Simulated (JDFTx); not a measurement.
# SnSe2 (P-3m1) in JDFTx: single point with PBEsol

Aim: the single point of SnSe2 with PBEsol.

All numbers are computed with JDFTx 1.7.0 (patched build); they aren't measurements. Logs are shortened: lines on timing, memory, paths and dates and some standing lists are left out, and cuts for length are marked. The log counts tension as positive stress, the text compression.

## Step 1: The undisturbed crystal

It takes space group P-3m1 (No. 164, trigonal). The conventional cell has a = 3.811 Å, b = 3.811 Å, c = 6.136 Å, α = 90.00°, β = 90.00°, γ = 120.00°. Around Sn (site symmetry -3m) lie 6 Se at 2.68 Å. Around Se (site symmetry 3m) lie 3 Sn at 2.68 Å.

## Step 2: Single point, PBEsol (atoms moved at random, drawn with an rms of 0.05 Å)

Contents of SnSe2.in:

```
lattice \
    7.2017462609    -3.6008731305     0.0000000000 \
    0.0000000000     6.2368952135     0.0000000000 \
    0.0000000000     0.0000000000    11.5953595007
coords-type Lattice
ion Sn    -0.0030730000    -0.0040420000    -0.0018790000 1
ion Se     0.6689860000     0.3423530000     0.7494690000 1
ion Se     0.3331800000     0.6684560000     0.2531690000 1

ion-species pseudo/Sn.upf
ion-species pseudo/Se.upf
elec-cutoff 43 344
elec-ex-corr gga-PBEsol
kpoint-folding 8 8 5
elec-smearing Fermi 0.0018374661
elec-n-bands 31
electronic-SCF nIterations 100 energyDiffThreshold 1e-09
electronic-minimize nIterations 30 energyDiffThreshold 1e-7
converge-empty-states yes
forces-output-coords Cartesian

dump-name run.$VAR
dump End Ecomponents EigStats BandEigs Kpoints Forces Stress
```

Potentials or basis: PseudoDojo-SR-PBEsol-0.4.1-standard with smoothed tails.

Run with:

```bash
jdftx -c 1 -i SnSe2.in -o SnSe2.out
```

What it wrote:

```text
*************** JDFTx 1.7.0 (patched build) ***************

Input parsed successfully to the following command list (including defaults):
[... the input with its defaults ...]

---------- Setting up symmetries ----------

Found 24 point-group symmetries of the bravais lattice
Found 1 space-group symmetries with basis
Applied RMS atom displacement 0 bohrs to make symmetries exact.

---------- Initializing the Grid ----------
R =
[      7.20175     -3.60087            0  ]
[            0       6.2369            0  ]
[            0            0      11.5954  ]
unit cell volume = 520.823
G =
[   0.872453   0.503711         -0  ]
[          0    1.00742          0  ]
[          0         -0   0.541871  ]
Minimum fftbox size, Smin = [  64  64  100  ]
Chosen fftbox size, S = [  64  64  100  ]

---------- Initializing tighter grid for wavefunction operations ----------
R =
[      7.20175     -3.60087            0  ]
[            0       6.2369            0  ]
[            0            0      11.5954  ]
unit cell volume = 520.823
G =
[   0.872453   0.503711         -0  ]
[          0    1.00742          0  ]
[          0         -0   0.541871  ]
Minimum fftbox size, Smin = [  44  44  72  ]
Chosen fftbox size, S = [  48  48  72  ]

---------- Exchange Correlation functional ----------
Initalized PBEsol GGA exchange.
Initalized PBEsol GGA correlation.

---------- Setting up pseudopotentials ----------
Width of ionic core gaussian charges (only for fluid interactions / plotting) set to 0

Reading pseudopotential file 'pseudo/Sn.upf':
  'Sn' pseudopotential, 'PBESOL' functional
  Generated using ONCVPSP code by D. R. Hamann
  14 valence electrons, 3 orbitals, 6 projectors, 1001 radial grid points, with lMax = 2
    4D    l: 2   occupation: 10.0   eigenvalue: -0.947846
    5S    l: 0   occupation:  2.0   eigenvalue: -0.389375
    5P    l: 1   occupation:  2.0   eigenvalue: -0.136297
  Core radius for overlap checks: 2.33 bohrs.

Reading pseudopotential file 'pseudo/Se.upf':
  'Se' pseudopotential, 'PBESOL' functional
  Generated using ONCVPSP code by D. R. Hamann
  16 valence electrons, 3 orbitals, 6 projectors, 1001 radial grid points, with lMax = 2
    3D    l: 2   occupation: 10.0   eigenvalue: -1.952113
    4S    l: 0   occupation:  2.0   eigenvalue: -0.635470
    4P    l: 1   occupation:  4.0   eigenvalue: -0.239251
  Core radius for overlap checks: 1.83 bohrs.

Initialized 2 species with 3 total atoms.

Folded 1 k-points by 8x8x5 to 320 k-points.

---------- Setting up k-points, bands, fillings ----------
Adding inversion symmetry to k-mesh for non-inversion-symmetric unit cell.
Reduced to 162 k-points under symmetry.
Computing the number of bands and number of electrons
Calculating initial fillings.
nElectrons:  46.000000   nBands: 31   nStates: 162

----- Setting up reduced wavefunction bases (one per k-point) -----
average nbasis = 7014.441 , ideal nbasis = 7014.346

---------- Setting up ewald sum ----------
Optimum gaussian width for ewald sums = 2.672719 bohr.
Real space sum over 1521 unit cells with max indices [  6  6  4  ]
Reciprocal space sum over 2873 terms with max indices [  6  6  8  ]

---------- Allocating electronic variables ----------
Initializing wave functions:  linear combination of atomic orbitals
Note: number of bands (31) exceeds available atomic orbitals (27)
Sn pseudo-atom occupations:   s ( 2 )  p ( 2 )  d ( 10 )
Se pseudo-atom occupations:   s ( 2 )  p ( 4 )  d ( 10 )
	FillingsUpdate:  mu: +0.359465432  nElectrons: 46.000000
LCAOMinimize: Iter:   0  F: -290.4123772497534333  |grad|_K:  1.215e-03  alpha:  1.000e+00
	FillingsUpdate:  mu: +0.342059287  nElectrons: 46.000000
LCAOMinimize: Iter:   1  F: -290.4567422860143893  |grad|_K:  9.300e-05  alpha:  3.519e-01  linmin: -2.862e-01  cgtest:  8.613e-01
LCAOMinimize: Encountered beta<0, resetting CG.
[... 7 lines of inner loops ...]
LCAOMinimize: Iter:   5  F: -290.4570352901309889  |grad|_K:  1.687e-07  alpha:  7.239e-01  linmin: -8.196e-05  cgtest:  8.563e-04
	FillingsUpdate:  mu: +0.340816258  nElectrons: 46.000000
LCAOMinimize: Iter:   6  F: -290.4570352909884718  |grad|_K:  4.598e-08  alpha:  3.871e-01  linmin: -3.828e-04  cgtest:  9.254e-04
LCAOMinimize: Converged (|Delta F|<1.000000e-06 for 2 iters).

-------- Electronic minimization -----------
Will mix electronic density at each iteration.
	FillingsUpdate:  mu: +0.340816258  nElectrons: 46.000000
	FillingsUpdate:  mu: +0.326780021  nElectrons: 46.000000
SCF: Cycle:  0   F: -290.503637059647872   dF: -4.660e-02   |Residual|: 9.290e-02   |deigs|: 1.211e-01
	FillingsUpdate:  mu: +0.323120464  nElectrons: 46.000000
SCF: Cycle:  1   F: -290.542785558823880   dF: -3.915e-02   |Residual|: 3.697e-02   |deigs|: 1.262e-02
	FillingsUpdate:  mu: +0.323004467  nElectrons: 46.000000
SCF: Cycle:  2   F: -290.548526772489311   dF: -5.741e-03   |Residual|: 1.411e-02   |deigs|: 3.640e-03
	FillingsUpdate:  mu: +0.324182037  nElectrons: 46.000000
SCF: Cycle:  3   F: -290.548735054767349   dF: -2.083e-04   |Residual|: 3.378e-03   |deigs|: 1.911e-03
	FillingsUpdate:  mu: +0.324402530  nElectrons: 46.000000
SCF: Cycle:  4   F: -290.548768540597678   dF: -3.349e-05   |Residual|: 1.660e-03   |deigs|: 4.997e-04
	FillingsUpdate:  mu: +0.324581511  nElectrons: 46.000000
SCF: Cycle:  5   F: -290.548771071415501   dF: -2.531e-06   |Residual|: 4.165e-04   |deigs|: 2.849e-04
	FillingsUpdate:  mu: +0.324642702  nElectrons: 46.000000
SCF: Cycle:  6   F: -290.548771946865884   dF: -8.755e-07   |Residual|: 1.505e-04   |deigs|: 8.816e-05
	FillingsUpdate:  mu: +0.324640151  nElectrons: 46.000000
SCF: Cycle:  7   F: -290.548772222647756   dF: -2.758e-07   |Residual|: 4.927e-05   |deigs|: 1.480e-05
	FillingsUpdate:  mu: +0.324641995  nElectrons: 46.000000
SCF: Cycle:  8   F: -290.548772370540178   dF: -1.479e-07   |Residual|: 2.631e-05   |deigs|: 1.191e-05
	FillingsUpdate:  mu: +0.324641714  nElectrons: 46.000000
SCF: Cycle:  9   F: -290.548772425149821   dF: -5.461e-08   |Residual|: 1.126e-05   |deigs|: 8.191e-06
	FillingsUpdate:  mu: +0.324642149  nElectrons: 46.000000
SCF: Cycle: 10   F: -290.548772454386835   dF: -2.924e-08   |Residual|: 7.889e-06   |deigs|: 6.550e-06
	FillingsUpdate:  mu: +0.324642187  nElectrons: 46.000000
SCF: Cycle: 11   F: -290.548772464959939   dF: -1.057e-08   |Residual|: 3.089e-06   |deigs|: 4.838e-06
	FillingsUpdate:  mu: +0.324642363  nElectrons: 46.000000
SCF: Cycle: 12   F: -290.548772471893528   dF: -6.934e-09   |Residual|: 2.374e-06   |deigs|: 8.583e-06
	FillingsUpdate:  mu: +0.324642397  nElectrons: 46.000000
SCF: Cycle: 13   F: -290.548772473839392   dF: -1.946e-09   |Residual|: 1.717e-06   |deigs|: 4.049e-06
	FillingsUpdate:  mu: +0.324642518  nElectrons: 46.000000
SCF: Cycle: 14   F: -290.548772475097110   dF: -1.258e-09   |Residual|: 6.214e-07   |deigs|: 4.128e-06
	FillingsUpdate:  mu: +0.324642520  nElectrons: 46.000000
SCF: Cycle: 15   F: -290.548772475448004   dF: -3.509e-10   |Residual|: 2.682e-07   |deigs|: 2.127e-06
	FillingsUpdate:  mu: +0.324642532  nElectrons: 46.000000
SCF: Cycle: 16   F: -290.548772475677481   dF: -2.295e-10   |Residual|: 1.814e-07   |deigs|: 3.715e-06
SCF: Converged (|Delta E|<1.000000e-09 for 2 iters).

Setting wave functions to eigenvectors of Hamiltonian
Converging empty states (this may take a while): |deigs|: 1.614e-05

# Stress tensor in Cartesian coordinates [Eh/a0^3]:
[ -5.26925e-05 -4.63566e-07  1.72463e-06  ]
[ -4.63566e-07  -6.0653e-05 -1.24697e-05  ]
[  1.72463e-06 -1.24697e-05 -9.73946e-05  ]

# Ionic positions in lattice coordinates:
ion Sn  -0.003073000000000  -0.004042000000000  -0.001879000000000 1
ion Se   0.668986000000000   0.342353000000000   0.749469000000000 1
ion Se   0.333180000000000   0.668456000000000   0.253169000000000 1

# Forces in Cartesian coordinates:
force Sn  -0.000242193926524   0.004018623111584   0.006201050303150 1
force Se   0.000320677025805  -0.003327250406802  -0.011997446342238 1
force Se  -0.000074764572857  -0.000694145644349   0.005802474637978 1

# Energy components:
   Eewald =     -171.2684816711065139
       EH =       95.2728262754098694
     Eloc =     -251.5885113933314301
      Enl =     -127.3980573817334090
      Exc =      -69.8098197730761996
 Exc_core =       30.3361336709717371
       KE =      203.9071401483980424
-------------------------------------
     Etot =     -290.5487701244679783
       TS =        0.0000023512095109
-------------------------------------
        F =     -290.5487724756774810

IonicMinimize: Iter:   0  F: -290.548772475677481  |grad|_K:  5.206e-03
IonicMinimize: None of the convergence criteria satisfied after 0 iterations.

#--- Lowdin population analysis ---
# oxidation-state Sn +0.557
# oxidation-state Se -0.213 -0.225

Dumping 'run.eigStats' ...
	eMin: -1.414939 at state 0 ( [ +0.000000 +0.000000 +0.000000 ] spin 0 )
	HOMO: +0.311645 at state 3 ( [ +0.000000 +0.125000 +0.000000 ] spin 0 )
	mu  : +0.324643
	LUMO: +0.335795 at state 161 ( [ +0.500000 +0.500000 +0.400000 ] spin 0 )
	eMax: +0.752237 at state 18 ( [ +0.000000 +0.500000 +0.000000 ] spin 0 )
	HOMO-LUMO gap: +0.024150
	Optical gap  : +0.035464 at state 0 ( [ +0.000000 +0.000000 +0.000000 ] spin 0 )
Done!
```

Run time: 59 min. Hardware: 1 thread of AMD EPYC, shared host; peak memory 1.6 GiB.

What came out:

```yaml
Free_energy: -7906.2349 eV
Pressure: 2.1 GPa
Largest_force: 0.640 eV/Å
Band_gap_on_the_k_mesh: 0.66 eV, indirect (least direct gap 0.97 eV)
Loewdin_charges: Sn +0.56; Se -0.21, -0.23 e
```

Forces on the atoms (eV/Å):
```
Sn  -0.012  0.207  0.319
Se   0.016 -0.171 -0.617
Se  -0.004 -0.036  0.298
```

Caveat: spin-orbit coupling is left out, which moves the levels of the heavy elements; an odd mesh through Γ misses points on the zone boundary, where band edges often lie.
